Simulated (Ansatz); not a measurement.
# AgCl: response to strain

AgCl is deformed so: equal xy, yz and zx engineering shear strains of -3 %. What stress and forces result, by LAPW, PAW and all-electron datasets made for the crystal?

Program: Ansatz 0.2.0. Level of theory: DFT PBE, scalar-relativistic. These are calculated values, not measurements.

## Step 1: The structure to begin with

It takes space group Fm-3m (No. 225, cubic). The conventional cell has a = 5.546 Å, b = 5.546 Å, c = 5.546 Å, α = 90.00°, β = 90.00°, γ = 90.00°. Around Ag (site symmetry m-3m) lie 6 Cl at 2.77 Å. Around Cl (site symmetry m-3m) lie 6 Ag at 2.77 Å.

As a file:

```
CELL_PARAMETERS angstrom
0.00000 2.77315 2.77315
2.77315 0.00000 2.77315
2.77315 2.77315 0.00000
ATOMIC_POSITIONS crystal
Ag 0.50000 0.50000 0.50000
Cl 0.00000 0.00000 0.00000
```

Atoms are numbered in the order of the input: Ag1, Cl2.

## Step 2: After the deformation

Space group Fm-3m before, R-3m after.

## Step 3: Full-potential LAPW

Contents of input.yaml:

```yaml
crystal:
  lattice:
    - [-0.0831945, 2.73155275, 2.73155275]
    - [2.73155275, -0.0831945, 2.73155275]
    - [2.73155275, 2.73155275, -0.0831945]
  atoms:
    - { symbol: Ag, position: [0.5, 0.5, 0.5] }
    - { symbol: Cl, position: [0.0, 0.0, 0.0] }
kpoints:
  mp_grid: { grid: [8, 8, 8] }
  band_path:
    path:
      - [0.0, 0.0, 0.0]
      - [0.5, 0.5, 0.5]
      - [0.2579113083, 0.5, 0.7420886917]
      - [-0.2579113083, 0.2579113083, 0.5]
      - [0.0, 0.0, 0.5]
      - [0.0, 0.0, 0.0]
      - [-0.3789556542, 0.0, 0.3789556542]
      - [0.0, 0.3789556542, 0.6210443458]
      - [0.0, 0.5, 0.5]
    npoints: 5
scf:
  occupations: { method: fermi_dirac, width: 0.02 }
hamiltonian:
  xc: pbe
  pseudopotentials: { kind: all_electron, lapw: { basis_error: 0.0005 } }
output:
  forces: true
  stress: true
  eigenvalues: true
```

Command:

```console
> ansatz run input.yaml --threads 1 --pin off --max-ram 3072MiB --backend cpu --events-out ev --progress --plain --runs-dir out
```

## Step 4: Frozen-core PAW

Contents of input.yaml:

```yaml
crystal:
  lattice:
    - [-0.0831945, 2.73155275, 2.73155275]
    - [2.73155275, -0.0831945, 2.73155275]
    - [2.73155275, 2.73155275, -0.0831945]
  atoms:
    - { symbol: Ag, position: [0.5, 0.5, 0.5] }
    - { symbol: Cl, position: [0.0, 0.0, 0.0] }
kpoints:
  mp_grid: { grid: [8, 8, 8] }
scf:
  occupations: { method: fermi_dirac, width: 0.02 }
hamiltonian:
  xc: pbe
  pseudopotentials: { kind: paw }
output:
  forces: true
  stress: true
  eigenvalues: true
  efg: { contact_densities: true }
```

## Step 5: All-electron PAW on datasets made for the crystal

Changes to input.yaml since step 4:

```diff
@@ -14,3 +14,3 @@
   xc: pbe
-  pseudopotentials: { kind: paw }
+  pseudopotentials: { kind: all_electron, datasets: crystal }
 output:
```

(Steps that only read results are left out.)

**Question.** What will these runs give? Wanted: pressure; largest shear or deviatoric stress.

**Answer**, as computed:

```
                                 quantity                                           value
                                 pressure  LAPW 1.60, PAW 1.60, crystal datasets 1.60 GPa
largest shear or deviatoric stress (LAPW)                                        0.15 GPa
```

What this shows: The largest part of the stress beyond the pressure is 0.15 GPa in size; the atoms are carried along and not relaxed. No run of the undeformed cell stands beside it, so the pressure holds what the given cell had before the change. PAW: stress within 0.01 GPa of LAPW. Crystal datasets: stress within 0.01 GPa of LAPW.
